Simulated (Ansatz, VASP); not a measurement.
Two plane-wave programs on Sn

INCAR

```
SYSTEM = Sn
ALGO = Normal
EDIFF = 1E-6
ENCUT = 520
GGA = RE
ISIF = 2
ISMEAR = -1
LASPH = .TRUE.
LCHARG = .FALSE.
LREAL = .FALSE.
LWAVE = .FALSE.
NBANDS = 13
NELM = 80
PREC = Accurate
SIGMA = 0.1
```

Contents of KPOINTS:

```
k-points
0
G
  13 13 13
  0 0 0
```

File POSCAR:

```
Sn
1.0
    0.0000000000      2.4609789624      2.4609789624
    2.4609789624      0.0000000000      2.4609789624
    2.4609789624      2.4609789624      0.0000000000
Sn
1
Direct
    0.0000000000      0.0000000000      0.0000000000
```

Input for Ansatz:

```yaml
crystal:
  lattice:
    - [0.0, 2.4609789624, 2.4609789624]
    - [2.4609789624, 0.0, 2.4609789624]
    - [2.4609789624, 2.4609789624, 0.0]
  atoms:
    - { symbol: Sn, position: [0.0, 0.0, 0.0] }
hamiltonian:
  xc: revpbe
  pseudopotentials:
    kind: paw
    azcp:
      Sn: "pseudopotentials/Sn.paw.azcp"
basis:
  ecutwfc: 420
  fft_grid_basis: typed
kpoints:
  mp_grid: { grid: [13, 13, 13], shift: [0, 0, 0] }
magnetization:
  spin_polarized: false
scf:
  occupations: { method: fermi_dirac, width: 0.1 }
  lower_state_search: "off"
output:
  stress: true
```

Alike in both runs: task single point; functional revPBE; k mesh 13 × 13 × 13; occupations fermi-dirac, width 0.1 eV; no spin polarisation.

```csv
,VASP,Ansatz
version,VASP 6.6.1,Ansatz 0.2.0
potentials or method,"VASP PAW PBE potentials, release 64 (Sn_d)","plane waves (420 eV) with PAW, scalar-relativistic"
plane-wave cutoff (eV),520,420
valence electrons in the cell,14,14
```

|  | VASP | Ansatz | Ansatz less VASP |
| --- | --- | --- | --- |
| pressure (GPa) | -1.6 | -1.6 | +0.05 |

Caveats: the PAW data sets were made with another functional, which shifts forces and pressure a little (VASP).
